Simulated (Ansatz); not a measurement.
`CC(C)CS` + `[OH][Mg][O][SiH3]` → `C[O][Mg][O][SiH3]` + `CCCS`  (substitution at a C–C bond)

Program: Ansatz. Geometries: PBE0-D4/def2-TZVP. ΔE: electronic, gas phase. CCSD(T)/CBS is the MP2 limit (def2-TZVPP, def2-QZVPP) plus CCSD(T) − MP2 in def2-TZVPP, frozen cores. DFT in def2-TZVPP. B3LYP here is the variant with VWN-RPA as its local correlation; programs differ in this. For Mg outer-core shells are correlated without core-valence functions, which leaves a few kJ/mol of doubt a bond. One conformer a species, not always the lowest.

`CC(C)CS`:

```xyz
15

C    -0.033    1.408    0.012
C    -0.209   -0.047    0.411
C    -1.581   -0.563   -0.005
C     0.869   -0.942   -0.189
S     2.562   -0.637    0.379
H     0.920    1.808    0.365
H    -0.828    2.027    0.435
H    -0.069    1.519   -1.077
H    -0.124   -0.119    1.502
H    -2.377    0.037    0.442
H    -1.730   -1.601    0.304
H    -1.702   -0.516   -1.092
H     0.683   -1.983    0.086
H     0.845   -0.895   -1.281
H     2.774    0.503   -0.295
```

`[OH][Mg][O][SiH3]`:

Cartesian coordinates in Å:
```
O 2.702 -1.921 0.303
Mg 1.271 -0.921 0.128
O -0.167 0.136 -0.004
Si -1.462 1.085 -0.126
H 3.358 -2.596 0.199
H -1.578 1.677 -1.491
H -2.720 0.327 0.141
H -1.404 2.214 0.849
```

`C[O][Mg][O][SiH3]`:

```xyz
11

C     0.638    2.649    1.805
O     0.370    1.532    1.046
Mg    0.027    0.115    0.075
O    -0.323   -1.333   -0.915
Si   -0.636   -2.643   -1.800
H     1.686    2.675    2.134
H     0.451    3.576    1.245
H     0.013    2.685    2.709
H    -1.742   -3.450   -1.206
H    -1.044   -2.276   -3.189
H     0.561   -3.529   -1.904
```

`CCCS`:

Cartesian coordinates in Å:
```
C -0.961 0.355 -0.882
C -0.560 0.193 0.573
C 0.731 -0.581 0.773
S 2.227 0.231 0.146
H -1.049 -0.616 -1.379
H -0.227 0.950 -1.430
H -1.924 0.861 -0.970
H -1.353 -0.339 1.113
H -0.463 1.175 1.044
H 0.933 -0.713 1.839
H 0.664 -1.581 0.337
H 1.982 0.065 -1.163
```

Problem. Is it downhill or uphill in electronic energy at CCSD(T)/CBS, and by how much? (An estimate is asked.)

Solution. Computed: Uphill: ΔE = +0.68 eV.

Problem. What do these levels give: B3LYP-D4, B3LYP, MP2/def2-TZVPP, CCSD(T)/def2-TZVPP, HF/def2-QZVPP, MP2/def2-QZVPP? (Best estimate.)

Solution. The calculation gave: B3LYP-D4 0.57, B3LYP 0.50, MP2/def2-TZVPP 0.75, CCSD(T)/def2-TZVPP 0.67, HF/def2-QZVPP 0.46, MP2/def2-QZVPP 0.75 eV.

Largest T1 diagnostic among the species: 0.011.

In def2-TZVPP, CCSD(T) changes the Hartree–Fock value by +0.20 eV (the triples alone add +0.02 eV) and MP2 by +0.28 eV. The D4 term adds +0.07 eV with B3LYP and +0.04 eV with PBE0; it sums over pairs of atoms, weighted by their polarisabilities, and B3LYP, whose exchange is more repulsive, gets the larger term.
